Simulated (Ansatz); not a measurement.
# Metal on semiconductor: Si/BeTe/Ca, part 2 of 3

Aim: where the metal's Fermi level sits in the semiconductor's gap in Si/BeTe/Ca, and what the stack passes. The semiconductor is Si diamond(111), undoped, with its far face capped by hydrogen, and the metal is Ca fcc(111), with BeTe zinc blende(111) between them (whole bilayers). After relaxation the nearest pair at the metal is Ca–Be at 3.00 Å, at a slant. The common net has a side of 3.868 Å, which strains the semiconductor by +0.0 %, the layer between by -3.4 % and the metal by -0.9 %, against typed lattice constants near PBE's. The first steps treat the bulk crystals alone.

Ansatz 0.2.0; PBE DFT, plane waves, PAW files (the session's first sound run).

So far. Step 4 (Relaxing the interfaces): The largest force component on a free atom ends at 0.017 eV/Å. At one or more of this run's solves the program warned of density in the dipole ramp over its bound, where dipole, forces and levels can be off. Step 5 (The contact's transmission, atomic planes in the …): The semiconductor's channels close between -0.45 and +0.20 eV.

## Step 6: The contact's transmission, atomic planes in the barrier 4, gap between the electrodes 8.9 Å

System of this step: Si/BeTe/Ca. The cell holds 26 atoms: 12 Si, 2 Te, 2 Be, 9 Ca and 1 H. Its edges and angles: a = 3.868 Å, b = 3.868 Å, c = 66.582 Å, α = 90.0°, β = 90.0°, γ = 120.0°. Regions: left electrode, 12 atoms (12 Si); barrier, 4 atoms (2 Te and 2 Be); right electrode, 9 atoms (9 Ca). Vacuum lies along c.

A thicker layer between them.

input.yaml

```yaml
crystal:
  lattice:
    - [3.868, 0.0, 0.0]
    - [-1.934, 3.3497862618, 0.0]
    - [0.0, 0.0, 66.5821653528]
  atoms:
    - { symbol: Si, position: [0.0, 0.0, 0.1276618139] }
    - { symbol: Si, position: [0.33333333, 0.66666667, 0.1395194712] }
    - { symbol: Si, position: [0.33333333, 0.66666667, 0.1750924433] }
    - { symbol: Si, position: [0.66666667, 0.33333333, 0.1869501006] }
    - { symbol: Si, position: [0.66666667, 0.33333333, 0.2225230727] }
    - { symbol: Si, position: [0.0, 0.0, 0.2343807301] }
    - { symbol: Si, position: [0.0, 0.0, 0.2699537021] }
    - { symbol: Si, position: [0.33333333, 0.66666667, 0.2818113595] }
[... 14 atom lines left out ...]
    - { symbol: Ca, position: [0.0, 0.0, 0.7989867585] }
    - { symbol: Ca, position: [0.33333333, 0.66666667, 0.84692675] }
    - { symbol: Ca, position: [0.66666667, 0.33333333, 0.8948667415] }
    - { symbol: H, position: [0.0, 0.0, 0.1051332585] }
kpoints:
  mp_grid: { grid: [8, 8, 1] }
scf:
  occupations: { method: fermi_dirac, width: 0.1 }
  max_iter: 150
hamiltonian:
  xc: pbe
efield:
  axis: 3
  dipole_correction: true
output:
  transmission:
    kmesh: [12, 12]
    e_range: [-2.5, 2.5]
    de: 0.05
    leads: [[4, 6], [21, 22]]
  dos: { projected: true, e_range: [-6, 5], de: 0.05 }
  write_potential: true
  write_density: true
  volumetric_format: npy
```

Started as:

```bash
$ ansatz run input.yaml --threads 4 --pin off --max-ram 16384MiB --backend cpu --events-out ev --progress --plain --runs-dir out
```

Run time: 3.7 min. Hardware: 4 threads of Arm Neoverse V1, shared host; peak memory 2.7 GiB; 12 min of CPU time.

This step gave:

* free energy: -38142.7870 eV
* Fermi energy: 4.377 eV
* potential step in the lower lead: 60.9 meV
* potential step in the upper lead: 1.7 meV

One spin. The transmission, zone mean by energy, zero at the Fermi level:

| energy (eV) | transmission, zone mean |
| --- | --- |
| -2.50 | 0.0929 |
| -2.35 | 0.105 |
| -2.25 | 0.109 |
| -2.10 | 0.115 |
| -1.95 | 0.118 |
| -1.80 | 0.123 |
| -1.70 | 0.119 |
| -1.55 | 0.115 |
| -1.40 | 0.101 |
| -1.30 | 0.0899 |
| -1.15 | 0.0734 |
| -1.00 | 0.0404 |
| -0.90 | 0.0159 |
| -0.75 | 0.00359 |
| -0.60 | 0 |
| -0.45 | 0 |
| -0.35 | 0 |
| -0.20 | 0 |
| -0.05 | 0 |
| 0.00 | 0 |
| 0.05 | 0 |
| 0.20 | 0.0182 |
| 0.35 | 0.0431 |
| 0.45 | 0.0664 |
| 0.60 | 0.184 |
| 0.75 | 0.169 |
| 0.90 | 0.158 |
| 1.00 | 0.333 |
| 1.15 | 0.395 |
| 1.30 | 0.491 |
| 1.40 | 0.478 |
| 1.55 | 0.465 |
| 1.65 | 0.514 |
| 1.70 | 0.476 |
| 1.80 | 0.471 |
| 1.95 | 0.421 |
| 2.10 | 0.338 |
| 2.25 | 0.247 |
| 2.35 | 0.169 |
| 2.50 | 0.162 |

One spin. Open channels, zone mean against energy, zero at the Fermi level:

| energy (eV) | lower lead | upper lead |
| --- | --- | --- |
| -2.400 | 1.55 | 0.424 |
| -2.200 | 1.51 | 0.424 |
| -2.000 | 1.30 | 0.590 |
| -1.800 | 1.13 | 0.590 |
| -1.600 | 0.938 | 0.632 |
| -1.400 | 0.604 | 0.757 |
| -1.200 | 0.521 | 0.840 |
| -1.000 | 0.312 | 0.833 |
| -0.800 | 0.146 | 0.812 |
| -0.600 | 0.0208 | 0.896 |
| -0.400 | 0 | 0.833 |
| -0.200 | 0 | 0.625 |
| 0.000 | 0 | 0.986 |
| 0.200 | 0.0417 | 0.778 |
| 0.400 | 0.292 | 0.986 |
| 0.600 | 0.458 | 1.26 |
| 0.800 | 0.667 | 1.05 |
| 1.000 | 0.986 | 1.30 |
| 1.200 | 1.28 | 1.11 |
| 1.400 | 1.57 | 1.07 |
| 1.600 | 1.99 | 0.944 |
| 1.800 | 2.15 | 0.903 |
| 2.000 | 2.28 | 0.778 |
| 2.200 | 2.08 | 0.611 |
| 2.400 | 1.83 | 0.674 |

Projected DOS an atom over height of the atomic layer and energy from the Fermi level. Layers: H Si Si Si Si Si Si Si Si Si Si Si Si Te Be Te Be Ca Ca Ca Ca Ca Ca Ca Ca Ca; projections on atoms miss part of the total, and the computed bands can run out at the top of the range; a column is the mean of 2 neighbouring layers, the last of those left over.

Ten even steps from '0' (0.00 states/eV) to '9' (1.12 states/eV), each cell a mean:
```
0223233000000
0011112010000
0001228020000
0000012011122
0000000014444
0000000015444
0001000145555
1222100044555
2444311023344
2455421113323
3776643203343
2545544301211
3866676302222
3666666401111
3565568501111
3445559600110
4434447500000
6444448600000
1111237400000
0011127400000
1111113400000
0111112300000
```
Columns: height of the atomic layer (Å) from 7.75 to 58.0 (not evenly spaced); rows upwards: energy from the Fermi level (eV) from -6 to 1.05.

The semiconductor's channels close between -0.55 and +0.10 eV. In the worse lead the potential repeats within 61 meV, which the program flags as too much for a lead, so the lead is short or a field runs through it. At one or more of this run's solves the program warned of density in the dipole ramp over its bound, where dipole, forces and levels can be off.

## Step 7: The contact's transmission, atomic planes in the barrier 6, gap between the electrodes 12.23 Å

System of this step: Si/BeTe/Ca. The cell holds 28 atoms: 12 Si, 3 Te, 3 Be, 9 Ca and 1 H. Cell: a = 3.868 Å, b = 3.868 Å, c = 69.910 Å, α = 90.0°, β = 90.0°, γ = 120.0°. Regions: left electrode, 12 atoms (12 Si); barrier, 6 atoms (3 Te and 3 Be); right electrode, 9 atoms (9 Ca). Vacuum lies along c.

input.yaml

```yaml
crystal:
  lattice:
    - [3.868, 0.0, 0.0]
    - [-1.934, 3.3497862618, 0.0]
    - [0.0, 0.0, 69.9098234244]
  atoms:
    - { symbol: Si, position: [0.0, 0.0, 0.121585202] }
    - { symbol: Si, position: [0.33333333, 0.66666667, 0.1328784432] }
    - { symbol: Si, position: [0.33333333, 0.66666667, 0.166758167] }
    - { symbol: Si, position: [0.66666667, 0.33333333, 0.1780514083] }
    - { symbol: Si, position: [0.66666667, 0.33333333, 0.2119311321] }
    - { symbol: Si, position: [0.0, 0.0, 0.2232243733] }
    - { symbol: Si, position: [0.0, 0.0, 0.2571040971] }
    - { symbol: Si, position: [0.33333333, 0.66666667, 0.2683973384] }
[... 16 atom lines left out ...]
    - { symbol: Ca, position: [0.33333333, 0.66666667, 0.8085548464] }
    - { symbol: Ca, position: [0.66666667, 0.33333333, 0.8542129283] }
    - { symbol: Ca, position: [0.0, 0.0, 0.8998710102] }
    - { symbol: H, position: [0.0, 0.0, 0.1001289898] }
kpoints:
  mp_grid: { grid: [8, 8, 1] }
scf:
  occupations: { method: fermi_dirac, width: 0.1 }
  max_iter: 150
hamiltonian:
  xc: pbe
efield:
  axis: 3
  dipole_correction: true
output:
  transmission:
    kmesh: [12, 12]
    e_range: [-2.5, 2.5]
    de: 0.05
    leads: [[4, 6], [23, 24]]
  dos: { projected: true, e_range: [-6, 5], de: 0.05 }
  write_potential: true
  write_density: true
  volumetric_format: npy
```

Wall time 4.1 min (4 threads); peak memory 3 GiB; 13 min of CPU time.

One spin. Transmission, zone mean against energy, zero at the Fermi level:

energy (eV), transmission, zone mean and a bar:
```
    -2.50      0.063 #####
    -2.35      0.084 ######
    -2.25      0.071 #####
    -2.10      0.062 #####
    -1.95      0.052 ####
    -1.80      0.055 ####
    -1.70      0.052 ####
    -1.55      0.046 ####
    -1.40      0.041 ###
    -1.30      0.036 ###
    -1.15      0.032 ##
    -1.00      0.016 #
    -0.90      0.006 
    -0.75      0.001 
    -0.60      0.000 
    -0.45      0.000 
    -0.35      0.000 
    -0.20      0.000 
    -0.05      0.000 
     0.00      0.000 
     0.05      0.000 
     0.20      0.029 ##
     0.35      0.018 #
     0.45      0.038 ###
     0.60      0.070 #####
     0.70      0.103 ########
     0.75      0.045 ###
     0.90      0.035 ###
     1.00      0.126 ##########
     1.15      0.154 ############
     1.30      0.208 ################
     1.40      0.289 ######################
     1.50      0.394 ##############################
     1.55      0.362 ############################
     1.70      0.394 ##############################
     1.80      0.392 ##############################
     1.95      0.367 ############################
     2.10      0.341 ##########################
     2.25      0.199 ###############
     2.35      0.158 ############
     2.50      0.178 ##############
```

The semiconductor's channels close between -0.55 and +0.10 eV. In the worse lead the potential repeats within 62 meV, which the program flags as too much for a lead, so the lead is short or a field runs through it. At one or more of this run's solves the program warned of density in the dipole ramp over its bound, where dipole, forces and levels can be off.

## Step 8: Comparing the runs

Times are for 4 threads of Arm Neoverse V1, shared host. The series side by side:

| no. | gap between the electrodes (Å) | potential step in the lower lead (meV) | time | memory (GiB) |
| --- | --- | --- | --- | --- |
| 1 | 5.57 | 31 | 3.4 min | 2.4 |
| 2 | 8.9 | 60.9 | 3.7 min | 2.7 |
| 3 | 12.23 | 61.7 | 4.1 min | 3.0 |

The runs together. Table of transmission, zone mean by energy, zero at the Fermi level:

| energy (eV) | 5.57 | 8.9 | 12.23 |
| --- | --- | --- | --- |
| -2.400 | 0.184 | 0.103 | 0.0645 |
| -2.350 | 0.192 | 0.105 | 0.0838 |
| -2.200 | 0.205 | 0.111 | 0.0673 |
| -2.000 | 0.251 | 0.117 | 0.0576 |
| -1.800 | 0.285 | 0.123 | 0.0551 |
| -1.600 | 0.313 | 0.113 | 0.0480 |
| -1.400 | 0.296 | 0.101 | 0.0407 |
| -1.200 | 0.236 | 0.0765 | 0.0316 |
| -1.000 | 0.151 | 0.0404 | 0.0158 |
| -0.800 | 0.0433 | 0.00586 | 0.00235 |
| -0.600 | 0 | 0 | 0 |
| -0.400 | 0 | 0 | 0 |
| -0.200 | 0 | 0 | 0 |
| 0.000 | 0 | 0 | 0 |
| 0.200 | 0.0117 | 0.0182 | 0.0290 |
| 0.400 | 0.0520 | 0.0516 | 0.0235 |
| 0.600 | 0.150 | 0.184 | 0.0698 |
| 0.800 | 0.181 | 0.176 | 0.0500 |
| 1.000 | 0.346 | 0.333 | 0.126 |
| 1.200 | 0.514 | 0.444 | 0.145 |
| 1.400 | 0.610 | 0.478 | 0.289 |
| 1.500 | 0.662 | 0.470 | 0.394 |
| 1.600 | 0.626 | 0.469 | 0.354 |
| 1.650 | 0.633 | 0.514 | 0.380 |
| 1.700 | 0.609 | 0.476 | 0.394 |
| 1.800 | 0.545 | 0.471 | 0.392 |
| 2.000 | 0.513 | 0.364 | 0.374 |
| 2.200 | 0.248 | 0.299 | 0.219 |
| 2.400 | 0.0705 | 0.162 | 0.0894 |

## Step 9: The first cell with another functional

This step: LDA DFT, plane waves, PAW files; ballistic transmission by layer matching between semi-infinite leads (Ansatz 0.2.0).

System of this step: Si/BeTe/Ca. The cell holds 24 atoms: 12 Si, 1 Te, 1 Be, 9 Ca and 1 H. Its edges and angles: a = 3.868 Å, b = 3.868 Å, c = 63.255 Å, α = 90.0°, β = 90.0°, γ = 120.0°. Regions: left electrode, 12 atoms (12 Si); barrier, 2 atoms (1 Te and 1 Be); right electrode, 9 atoms (9 Ca). Vacuum lies along c.

The first cell is run again with another functional of like gap, which tests the alignment more than the gap.

input.yaml

```yaml
crystal:
  lattice:
    - [3.868, 0.0, 0.0]
    - [-1.934, 3.3497862618, 0.0]
    - [0.0, 0.0, 63.2545072812]
  atoms:
    - { symbol: Si, position: [0.0, 0.0, 0.1343777758] }
    - { symbol: Si, position: [0.33333333, 0.66666667, 0.1468592343] }
    - { symbol: Si, position: [0.33333333, 0.66666667, 0.1843036095] }
    - { symbol: Si, position: [0.66666667, 0.33333333, 0.1967850679] }
    - { symbol: Si, position: [0.66666667, 0.33333333, 0.2342294432] }
    - { symbol: Si, position: [0.0, 0.0, 0.2467109016] }
    - { symbol: Si, position: [0.0, 0.0, 0.2841552769] }
    - { symbol: Si, position: [0.33333333, 0.66666667, 0.2966367353] }
    - { symbol: Si, position: [0.33333333, 0.66666667, 0.3340811106] }
    - { symbol: Si, position: [0.66666667, 0.33333333, 0.346562569] }
    - { symbol: Si, position: [0.66666667, 0.33333333, 0.3838701022] }
    - { symbol: Si, position: [0.0, 0.0, 0.3948683824] }
    - { symbol: Te, position: [0.0, 0.0, 0.4376625897] }
    - { symbol: Be, position: [0.33333333, 0.66666667, 0.451343812] }
    - { symbol: Ca, position: [0.66666667, 0.33333333, 0.4829496982] }
    - { symbol: Ca, position: [0.0, 0.0, 0.5360511974] }
    - { symbol: Ca, position: [0.33333333, 0.66666667, 0.5865639973] }
    - { symbol: Ca, position: [0.66666667, 0.33333333, 0.6370259893] }
    - { symbol: Ca, position: [0.0, 0.0, 0.6874879813] }
    - { symbol: Ca, position: [0.33333333, 0.66666667, 0.7379499733] }
    - { symbol: Ca, position: [0.66666667, 0.33333333, 0.7884119653] }
    - { symbol: Ca, position: [0.0, 0.0, 0.8388739573] }
    - { symbol: Ca, position: [0.33333333, 0.66666667, 0.8893359493] }
    - { symbol: H, position: [0.0, 0.0, 0.1106640507] }
kpoints:
  mp_grid: { grid: [8, 8, 1] }
scf:
  occupations: { method: fermi_dirac, width: 0.1 }
  max_iter: 150
hamiltonian:
  xc: lda
efield:
  axis: 3
  dipole_correction: true
output:
  transmission:
    kmesh: [12, 12]
    e_range: [-2.5, 2.5]
    de: 0.05
    leads: [[4, 6], [19, 20]]
  dos: { projected: true, e_range: [-6, 5], de: 0.05 }
  write_potential: true
  write_density: true
  volumetric_format: npy
```

It took 3.3 min on 4 threads; peak memory 2.3 GiB; 11 min of CPU time.

This step gave:

| Quantity | Value |
| --- | --- |
| free energy | -30187.5259 eV |
| Fermi energy | 3.847 eV |
| channels of the upper lead | 1.111 |
| potential step in the lower lead | 32.7 meV |
| potential step in the upper lead | 2.1 meV |

One spin. The transmission, zone mean by energy, zero at the Fermi level:

| energy (eV) | transmission, zone mean |
| --- | --- |
| -2.50 | 0.136 |
| -2.35 | 0.192 |
| -2.25 | 0.201 |
| -2.10 | 0.225 |
| -1.95 | 0.265 |
| -1.80 | 0.289 |
| -1.70 | 0.306 |
| -1.55 | 0.329 |
| -1.50 | 0.331 |
| -1.40 | 0.327 |
| -1.30 | 0.286 |
| -1.15 | 0.247 |
| -1.00 | 0.169 |
| -0.90 | 0.104 |
| -0.75 | 0.0412 |
| -0.60 | 0 |
| -0.45 | 0 |
| -0.35 | 0 |
| -0.20 | 0 |
| -0.05 | 0 |
| 0.00 | 0 |
| 0.05 | 0 |
| 0.20 | 0.0171 |
| 0.35 | 0.0359 |
| 0.45 | 0.0638 |
| 0.60 | 0.153 |
| 0.75 | 0.156 |
| 0.90 | 0.204 |
| 1.00 | 0.365 |
| 1.15 | 0.516 |
| 1.30 | 0.596 |
| 1.40 | 0.634 |
| 1.55 | 0.604 |
| 1.70 | 0.576 |
| 1.80 | 0.497 |
| 1.95 | 0.400 |
| 2.10 | 0.272 |
| 2.25 | 0.133 |
| 2.35 | 0.152 |
| 2.50 | 0.324 |

One spin. Open channels, zone mean against energy, zero at the Fermi level:

| energy (eV) | lower lead | upper lead |
| --- | --- | --- |
| -2.400 | 1.72 | 0.424 |
| -2.200 | 1.55 | 0.424 |
| -2.000 | 1.42 | 0.590 |
| -1.800 | 1.30 | 0.590 |
| -1.600 | 1.22 | 0.632 |
| -1.400 | 0.854 | 0.757 |
| -1.200 | 0.646 | 0.840 |
| -1.000 | 0.354 | 0.854 |
| -0.800 | 0.312 | 0.812 |
| -0.600 | 0.146 | 0.854 |
| -0.400 | 0.0208 | 0.833 |
| -0.200 | 0 | 0.625 |
| 0.000 | 0 | 1.11 |
| 0.200 | 0.0417 | 0.778 |
| 0.400 | 0.208 | 1.07 |
| 0.600 | 0.333 | 1.26 |
| 0.800 | 0.583 | 1.01 |
| 1.000 | 0.861 | 1.30 |
| 1.200 | 1.03 | 1.15 |
| 1.400 | 1.40 | 1.07 |
| 1.600 | 1.99 | 0.944 |
| 1.800 | 2.03 | 0.944 |
| 2.000 | 2.24 | 0.653 |
| 2.200 | 1.99 | 0.5 |
| 2.400 | 1.78 | 0.924 |

Projected DOS an atom over height of the atomic layer and energy from the Fermi level. Layers: H Si Si Si Si Si Si Si Si Si Si Si Si Te Be Ca Ca Ca Ca Ca Ca Ca Ca Ca; projections on atoms miss part of the total, and the computed bands can run out at the top of the range; a column is the mean of 2 neighbouring layers, the last of those left over.

Ten even steps from '0' (0.00 states/eV) to '9' (1.08 states/eV), each cell a mean:
```
011111200000
001112311100
000011510001
000000221223
000000015545
011110125555
122221145666
134332134554
244432123334
377674313333
265565414443
374556402112
377767702222
355556601111
355556801111
444565700000
554433700000
222224900000
011123910000
001111400000
001111200000
112221410000
```
Columns: height of the atomic layer (Å) from 7.75 to 54.7 (not evenly spaced); rows upwards: energy from the Fermi level (eV) from -6 to 0.95.

The semiconductor's channels close between -0.40 and +0.15 eV. In the worse lead the potential repeats within 33 meV, which the program flags as too much for a lead, so the lead is short or a field runs through it. At one or more of this run's solves the program warned of density in the dipole ramp over its bound, where dipole, forces and levels can be off.

(Continued in part 3 of 3.)

[Logs are printed without paths, hosts, clocks, repeated set-up lines and the standing remarks that a program may print on its own settings, such as how far it seeks lower states.]

[Hosts, paths, dates, database ids (printed as entryN), source tags and the programs' standing remarks are cut or masked in the printed files.]
